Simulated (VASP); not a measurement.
## SiO2 (Stishovite): phonons with r2SCAN

SiO2 (Stishovite):

```
Si O
1.0
     4.18152    0.00000    0.00000
     0.00000    4.18152    0.00000
     0.00000    0.00000    2.67221
Si O
2 4
Direct
  0.00000 0.00000 0.00000
  0.50000 0.50000 0.50000
  0.30591 0.30591 0.00000
  0.19409 0.80591 0.50000
  0.69409 0.69409 0.00000
  0.80591 0.19409 0.50000
```

```yaml
Program: VASP 6.6.1
Task: phonons
Functional: r2SCAN
Potentials_or_basis: VASP PAW PBE potentials, release 64 (Si, O)
Cutoff: 600 eV
k_mesh: 8 × 8 × 10
Occupations: gaussian, width 0.03 eV
Spin: no spin polarisation
By_perturbation_theory: no
Further_INCAR_settings: ALGO = Normal; EDIFF = 1e-08; IBRION = 6; POTIM = 0.015; NSW = 1
```

- Highest phonon frequency at Γ, LO-TO splitting left out: 960 cm⁻¹

Phonon frequencies in cm⁻¹ (negative: imaginary):
| q point | frequencies |
| --- | --- |
| (0.000, 0.000, 0.000) | 0 0 0 235 393 471 471 582 582 588 588 614 658 757 762 830 830 960 |

Run time: 32 min on 2 MPI ranks on AMD EPYC 9R45 96-Core Processor (Zen 5), on a shared host, peak memory 0.41 GiB a rank.
